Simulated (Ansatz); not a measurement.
# Band transport in Al

Method: Ansatz 0.2.0, DFT PBEsol, scalar-relativistic, plane waves, PAW. Settings: 420 eV plane-wave cutoff, Γ-centred 20×20×20 mesh, Fermi-Dirac smearing of 0.15 eV. No spin polarisation.

The cell, relaxed at this level:
```
Al
1.0
     0.00000    2.00823    2.00823
     2.00823    0.00000    2.00823
     2.00823    2.00823    0.00000
Al
1
Direct
  0.00000 0.00000 0.00000
```

In a metal these results depend on the k mesh and the smearing.

Constant relaxation time and rigid bands. The levels are interpolated over the whole zone and filled by a Fermi function at the stated temperature, with the chemical potential set by the electron count. Seebeck coefficients of a few μV/K are small differences and uncertain even in sign.

**Question.** Give the Drude plasma energies, the density of states at the chemical potential and σ/τ at 300 K.

**Answer.**
| Item | Value |
| --- | --- |
| Plasma energy xx, yy, zz | 12.43, 12.43, 12.43 eV |
| Density of states (thermally broadened) | 0.41 states/eV/cell |
| Conductivity over τ, xx, yy, zz | 31.6, 31.6, 31.6 ×10²⁰ (Ω·m·s)⁻¹ |

**Question.** And the Seebeck coefficient (μV/K)?

**Answer.**
```csv
T (K),Sxx,Syy,Szz
300,-1.9,-1.9,-1.9
600,-3.4,-3.4,-3.4
900,-4.7,-4.7,-4.7
```

Cost: 1 run of about 1.9 core-minutes, on Intel Xeon Platinum 8175M (Skylake/Cascade Lake) (shared hosts).